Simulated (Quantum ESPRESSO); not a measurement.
Crystal: CsPbCl3.

```
Pb Cs Cl
1.0
     5.60500    0.00000    0.00000
     0.00000    5.60500    0.00000
     0.00000    0.00000    5.60500
Pb Cs Cl
1 1 3
Cartesian
  2.8025 2.8025 2.8025
  0.0000 0.0000 0.0000
  2.8025 0.0000 2.8025
  0.0000 2.8025 2.8025
  2.8025 2.8025 0.0000
```

Base run:

```yaml
Program: Quantum ESPRESSO 7.5
Functional: PBEsol
Potentials_or_basis: GBRV 1.5 PBEsol
Cutoff: 612 eV
Density_cutoff: 4898 eV
k_mesh: 5 × 5 × 5
Occupations: fermi-dirac, width 0.05 eV
Spin: no spin polarisation
```

Its results: pressure 0.1 GPa.

Question: The run is repeated on the same cell with these changes: functional from PBEsol to r2SCAN; potentials or basis from GBRV 1.5 PBEsol to SG15 PBE 1.2; cutoff from 612 eV to 789 eV; density cutoff from 4898 eV to 3157 eV. What comes out?

Answer: Pressure 0.5 GPa.

Caveats: the potentials were made for another functional, which shifts forces and pressure (some runs); this potential file gives levels or pressures that part from those of other sets (some runs).
